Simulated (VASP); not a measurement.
# K2HBr (P-6m2) in VASP: a series of runs, part 2 of 2

VASP 6.6.1.

### Step 4. Relaxation of cell and atoms, PBE

INCAR

```
SYSTEM = K2HBr
ALGO = Normal
EDIFF = 1E-6
EDIFFG = -0.01
ENCUT = 600
GGA = PE
IBRION = 2
ISIF = 3
ISMEAR = 0
LASPH = .True.
LCHARG = .False.
LREAL = .False.
LWAVE = .False.
NELM = 100
NSW = 100
PREC = Accurate
SIGMA = 0.02
```

KPOINTS

```
k-points
0
Gamma
  6 6 4
  0 0 0
```

POSCAR

```
K2HBr
1.0
    4.3110348010      0.0000000000      0.0000000000
   -2.1555174005      3.7334656543      0.0000000000
    0.0000000000      0.0000000000      7.7283973125
K H Br
2 1 1
Direct
    0.6666666667      0.3333333333      0.2745330347
    0.6666666667      0.3333333333      0.7254669653
    0.3333333333      0.6666666667      0.5000000000
    0.0000000000      0.0000000000      0.0000000000
```

Potentials or basis: VASP PAW PBE potentials, release 64 (K_sv, H, Br).

Run with:

```bash
$ cat potpaw_PBE.64/K_sv/POTCAR potpaw_PBE.64/H/POTCAR potpaw_PBE.64/Br/POTCAR > POTCAR
$ mpirun -np 1 vasp_std > vasp.out
```

OUTCAR:

```text
SYSTEM = K2HBr
   EDIFF = 1E-6
   EDIFFG = -0.01
   ENCUT = 600
   GGA = PE
   IBRION = 2
   ISIF = 3
   ISMEAR = 0
   LASPH = .True.
   LREAL = .False.
   NELM = 100
   NSW = 100
   PREC = Accurate

 ion  position               nearest neighbor table
   1  0.667  0.333  0.275-   4 3.27   4 3.27   4 3.27   2 3.48
   2  0.667  0.333  0.725-   4 3.27   4 3.27   4 3.27   1 3.48
   3  0.333  0.667  0.500-
   4  0.000  0.000  0.000-   1 3.27   2 3.27   1 3.27   2 3.27   1 3.27   2 3.27

  LATTYP: Found a hexagonal cell.
 ALAT       =     4.3110348010
 C/A-ratio  =     1.7927012119

  Lattice vectors:

 A1 = (   4.3110348010,   0.0000000000,   0.0000000000)
 A2 = (  -2.1555174005,   3.7334656543,   0.0000000000)
 A3 = (   0.0000000000,   0.0000000000,   7.7283973125)

Analysis of symmetry for initial positions (statically):
=====================================================================
 Subroutine PRICEL returns:
 Original cell was already a primitive cell.

 Routine SETGRP: Setting up the symmetry group for a
 hexagonal supercell.

 Subroutine GETGRP returns: Found 12 space group operations
 (whereof 12 operations were pure point group operations)
 out of a pool of 24 trial point group operations.

The static configuration has the point symmetry D_3h.

Analysis of symmetry for dynamics (positions and initial velocities):
=====================================================================
 Subroutine PRICEL returns:
 Original cell was already a primitive cell.

 Routine SETGRP: Setting up the symmetry group for a
 hexagonal supercell.

 Subroutine GETGRP returns: Found 12 space group operations
 (whereof 12 operations were pure point group operations)
 out of a pool of 24 trial point group operations.

The dynamic configuration has the point symmetry D_3h.

 Subroutine INISYM returns: Found 12 space group operations
 (whereof 12 operations are pure point group operations),
[... 105 lines left out ...]
   TEBEG  =    0.0;   TEEND  =   0.0 temperature during run
   PSTRESS=    0.0 pullay stress
   NELECT =      26.0000    total number of electrons
   NUPDOWN=      -1.0000    fix difference up-down
   EMIN   =  10.00;   EMAX   =-10.00  energy-range for DOS
   EFERMI =   0.00;   METHOD = LEGACY
   ISMEAR =     0;   SIGMA  =   0.02  broadening in eV -4-tet -1-fermi 0-gaus
   EFERMI_NEDOS =   21; number of points for ismear=-14 and -15
   IALGO  =     38    algorithm
   IMIX   =      4    mixing-type and parameters
     AMIX     =   0.40;   BMIX     =  1.00
     AMIX_MAG =   1.60;   BMIX_MAG =  1.00
  volume/ion in A,a.u.               =      31.10       209.86
  Fermi-wavevector in a.u.,A,eV,Ry     =   0.971564  1.835990 12.843046  0.943937
  Thomas-Fermi vector in A             =   2.101792
   LORBIT       =      0    0 simple, 1 ext, 2 COOP (PROOUT), +10 PAW based schemes
   GGA     = PE    functional components
   LHFCALC =     F    Hartree Fock is set to
   AEXX    =    0.0000 exact exchange contribution
   IVDW    =     0    specifies the selected vdW correction
   LEPSILON=     F    determine dielectric tensor
   LRPA    =     F    only Hartree local field effects (RPA)
 conjugate gradient relaxation of ions
 non-spin polarized calculation
 Gauss-broadening in eV      SIGMA  =   0.02
  energy-cutoff  :      600.00
  volume of cell :      124.39
 maximum number of plane-waves:      4177
 NGX is ok and might be reduce to    36
   NGX = 17   NGY = 17   NGZ = 31

--------------------------------------- Ionic step        1  -------------------------------------------

 number of electron      26.0000005 magnetization

 Free energy of the ion-electron system (eV)
  ---------------------------------------------------
  ext. energy  EPLUGINS =         0.00000000
  ---------------------------------------------------
  free energy    TOTEN  =       -10.78606725 eV

  energy without entropy =      -10.78606725  energy(sigma->0) =      -10.78606725

------------------------ aborting loop because EDIFF is reached ----------------------------------------

  FORCE on cell =-STRESS in cart. coord.  units (eV):
  Direction    XX          YY          ZZ          XY          YZ          ZX
  --------------------------------------------------------------------------------------
  -------------------------------------------------------------------------------------
  Total        0.0558133      0.0558133     -0.0214247      0.0000000      0.0000000      0.0000000
  in kB        0.7188948      0.7188948     -0.2759569      0.0000000      0.0000000      0.0000000
  external PRESSURE =       0.3872776 kB  Pullay stress =       0.0000000 kB
[... 63 lines left out ...]
--------------------------------------- Ionic step        3  -------------------------------------------

 number of electron      26.0000004 magnetization

 Free energy of the ion-electron system (eV)
  ---------------------------------------------------
  ext. energy  EPLUGINS =         0.00000000
  ---------------------------------------------------
  free energy    TOTEN  =       -10.78629575 eV

  energy without entropy =      -10.78629575  energy(sigma->0) =      -10.78629575

 E-fermi :  -0.9511     XC(G=0):  -7.0799

 val. band max:       -1.0426590933   @ k =   0.3333   0.3333   0.5000
 cond. band min:       2.2668664653   @ k =   0.0000   0.0000   0.5000
 fundamental gap:      3.3095255585
 Fermi energy:        -0.9510950408

 k-point     1 :       0.0000    0.0000    0.0000
  band No.  band energies     occupation
      1     -30.3921      2.00000
      2     -30.3618      2.00000
      3     -14.9120      2.00000
      4     -13.8308      2.00000
      5     -13.8308      2.00000
      6     -13.7937      2.00000
[... 440 lines left out ...]
  FREE ENERGIE OF THE ION-ELECTRON SYSTEM (eV)
  ---------------------------------------------------
  free  energy   TOTEN  =       -10.7862957462 eV

  energy  without entropy=      -10.7862957462  energy(sigma->0) =      -10.78629575

 reached required accuracy - stopping structural energy minimisation
```

OSZICAR:

```text
N       E                     dE             d eps       ncg     rms          rms(c)
DAV:   1     0.183714245129E+03    0.18371E+03   -0.12815E+04   714   0.147E+03
DAV:   2     0.156191905796E+01   -0.18215E+03   -0.17891E+03   878   0.357E+02
DAV:   3    -0.113098765133E+02   -0.12872E+02   -0.12854E+02  1257   0.759E+01
DAV:   4    -0.115895859886E+02   -0.27971E+00   -0.27953E+00   995   0.109E+01
[... 22 lines left out ...]
DAV:   3    -0.107863153902E+02    0.38801E-03   -0.82329E-04   921   0.243E-01    0.783E-02
DAV:   4    -0.107863023306E+02    0.13060E-04   -0.13077E-04  1152   0.546E-02    0.319E-02
DAV:   5    -0.107862974727E+02    0.48578E-05   -0.23509E-05  1383   0.284E-02    0.708E-03
DAV:   6    -0.107862963304E+02    0.11424E-05   -0.19009E-06   839   0.101E-02    0.212E-03
DAV:   7    -0.107862957462E+02    0.58415E-06   -0.27540E-07   394   0.425E-03
   3 F= -.10786296E+02 E0= -.10786296E+02  d E =-.228492E-03
```

CONTCAR:

```text
K2HBr
   1.00000000000000
     4.3216557270026286    0.0000000000000000    0.0000000000000000
    -2.1608278635013143    3.7426636460302518    0.0000000000000000
     0.0000000000000000    0.0000000000000000    7.7210885106093681
  K               H               Br
     2     1     1
Direct
     0.6666666667000030    0.3333333332999970    0.2750498730453659
     0.6666666667000030    0.3333333332999970    0.7249501269546341
     0.3333333332999970    0.6666666667000030    0.5000000000000000
     0.0000000000000000    0.0000000000000000    0.0000000000000000

  0.00000000E+00  0.00000000E+00  0.00000000E+00
  0.00000000E+00  0.00000000E+00  0.00000000E+00
  0.00000000E+00  0.00000000E+00  0.00000000E+00
  0.00000000E+00  0.00000000E+00  0.00000000E+00
```

It took 64 s on 1 thread of Intel Xeon 6975P-C (Granite Rapids), shared host; peak memory 0.32 GiB.

What came out:

| Property | Result |
| --- | --- |
| Free energy | -10.7863 eV |
| Relaxed volume | 31.22 Å³/atom |
| Relaxed cell | a = 4.322 Å, b = 4.322 Å, c = 7.721 Å, α = 90.00°, β = 90.00°, γ = 120.00° |
| Space group after relaxing (to 0.05 Å) | P-6m2 (No. 187) |
| Energy gained by relaxing | 0.1 meV/atom |
| Ionic steps | 3 |
| Pressure after relaxing | 0.0 GPa |
| Band gap on the k mesh | 3.31 eV, indirect (least direct gap 3.83 eV) |

Forces in eV/Å, atoms in the order of the input:
```
K    0.000  0.000  0.002
K    0.000  0.000 -0.002
H    0.000  0.000  0.000
Br   0.000  0.000  0.000
```

Step by step:
| step | energy change (eV) | largest force (eV/Å) | pressure (GPa) | volume (Å³) |
| --- | --- | --- | --- | --- |
| 1 | 0.0000 | 0.0226 | 0.04 | 124.39 |
| 2 | -0.0001 | 0.0173 | 0.02 | 124.52 |
| 3 | -0.0002 | 0.0023 | -0.02 | 124.88 |

Final structure:
```
K H Br
1.0
     4.32166    0.00000    0.00000
    -2.16083    3.74266    0.00000
     0.00000    0.00000    7.72109
K H Br
2 1 1
Direct
  0.66667 0.33333 0.27505
  0.66667 0.33333 0.72495
  0.33333 0.66667 0.50000
  0.00000 0.00000 0.00000
```

Levels at points of the mesh, in eV from the valence-band top:
| k point | band 11 | band 12 | band 13 | band 14 | band 15 | band 16 |
| --- | --- | --- | --- | --- | --- | --- |
| (0.00, 0.00, 0.00) | -1.20 | -1.20 | -0.90 | 4.52 | 4.89 | 5.51 |
| (0.50, 0.00, 0.00) | -1.90 | -1.46 | -0.08 | 3.97 | 5.20 | 5.25 |
| (0.00, 0.00, 0.50) | -1.20 | -1.20 | -0.53 | 3.31 | 5.48 | 6.52 |
| (0.50, 0.00, 0.50) | -1.91 | -1.46 | -0.10 | 4.05 | 5.25 | 6.10 |

A k mesh can miss the band edges. A hybrid or GW would open this gap; PBE tends to underestimate it.
